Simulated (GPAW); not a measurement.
# Ti: relaxation of cell and atoms with PBEsol

The system is Ti.

```
Ti
1.0
     0.00000    2.03000    2.03000
     2.03000    0.00000    2.03000
     2.03000    2.03000    0.00000
Ti
1
Direct
  0.00000 0.00000 0.00000
```

This isn't the form of Ti at room conditions, which is hcp.

| Property | Result |
| --- | --- |
| Program | GPAW 26.7.0 |
| Task | relaxation of cell and atoms |
| Functional | PBEsol |
| Potentials or basis | PAW data sets generated in the run's folder for this functional |
| Cutoff | 600 eV |
| Basis | pw |
| k mesh | 11 × 11 × 11 |
| Occupations | fermi-dirac, width 0.05 eV |
| Spin | no spin polarisation |
| Maxiter | 150 |
| Optimizer | BFGS |
| Fmax | 0.02 eV/Å |
| Max steps | 60 |
| Convergence | density=1e-05 forces=0.0001 |

- Relaxed volume: 16.59 Å³/atom
- Relaxed cell: a = 2.863 Å, b = 2.863 Å, c = 2.863 Å, α = 60.00°, β = 60.00°, γ = 60.00°
- Space group after relaxing (to 0.05 Å): Fm-3m (No. 225)
- Energy gained by relaxing: -0.3 meV/atom
- Ionic steps: 3
- Pressure after relaxing: 0.0 GPa
- Band gap on the k mesh: none (metal or under the smearing width)

Step by step:
```tsv
step	energy change (eV)	largest force (eV/Å)	pressure (GPa)	volume (Å³)
1	0.0000	0.0000	-0.95	16.73
2	0.0001	0.0000	-0.47	16.66
3	0.0003	0.0000	0.00	16.59
```

Final structure:
```yaml
crystal:
  lattice:
    - [0.00000, 2.02438, 2.02438]
    - [2.02438, 0.00000, 2.02438]
    - [2.02438, 2.02438, 0.00000]
  atoms:
    - { symbol: Ti, position: [0.00000, 0.00000, 0.00000] }
```

Levels at points of the mesh, in eV from the Fermi level:
| k point | band 2 | band 3 | band 4 | band 5 | band 6 | band 7 | band 8 | band 9 | band 10 |
| --- | --- | --- | --- | --- | --- | --- | --- | --- | --- |
| (0.00, 0.00, 0.00) | -32.27 | -32.27 | -32.27 | -6.17 | 0.92 | 0.92 | 0.92 | 2.65 | 2.65 |

Wall time 24 s on 1 thread of Arm Neoverse V2, with other jobs on the host, peak memory 0.15 GiB.

Caveat: later steps reuse the first step's grids.
